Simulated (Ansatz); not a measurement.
# BAs: the cost of one run

Program: Ansatz 0.2.0. Level of theory: DFT LDA, with the methods named in each step. These are calculated values, not measurements.

**1. Starting point**

The structure is cubic, space group F-43m (No. 216). The conventional cell has a = 4.819 Å, b = 4.819 Å, c = 4.819 Å, α = 90.00°, β = 90.00°, γ = 90.00°. Around B (site symmetry -43m) lie 4 As at 2.09 Å. Around As (site symmetry -43m) lie 4 B at 2.09 Å.

Coordinates:

```cif
data_structure
_symmetry_space_group_name_H-M 'F-43m'
_symmetry_Int_Tables_number 216
_cell_length_a 4.8193
_cell_length_b 4.8193
_cell_length_c 4.8193
_cell_angle_alpha 90.000
_cell_angle_beta 90.000
_cell_angle_gamma 90.000
_cell_volume 111.93
loop_
_atom_site_label
_atom_site_type_symbol
_atom_site_symmetry_multiplicity
_atom_site_Wyckoff_symbol
_atom_site_fract_x
_atom_site_fract_y
_atom_site_fract_z
_atom_site_occupancy
B1 B 4 c 0.25000 0.25000 0.25000 1
As1 As 4 a 0.00000 0.00000 0.00000 1
```

The file gives the conventional cell by its symmetry; the runs use the cell typed in the input.

Structure from a Materials Project entry, not relaxed further.

Atoms are numbered in the order of the input: B1, As2.

**2. With k mesh [3, 3, 3]**

input.yaml reads:

```yaml
crystal:
  lattice:
    - [0.0, 2.409627, 2.409627]
    - [2.409627, 0.0, 2.409627]
    - [2.409627, 2.409627, 0.0]
  atoms:
    - { symbol: B, position: [0.75, 0.75, 0.75] }
    - { symbol: As, position: [0.0, 0.0, 0.0] }
kpoints:
  mp_grid: { grid: [3, 3, 3] }
scf:
  occupations: { method: fermi_dirac, width: 0.01 }
hamiltonian:
  xc: lda
  pseudopotentials: { kind: all_electron, lapw: { basis_error: 0.001 } }
output:
  forces: true
  stress: true
  eigenvalues: true
```

Started as:

```sh
> ansatz run input.yaml --threads 1 --pin off --max-ram 2048MiB --backend cpu --events-out ev --progress --plain --runs-dir out
```

**Question.** How long does this run take on 1 thread of Arm Neoverse V1, shared host, and how much memory does it need?

About 1.7 s, with a peak of 0.21 GiB.
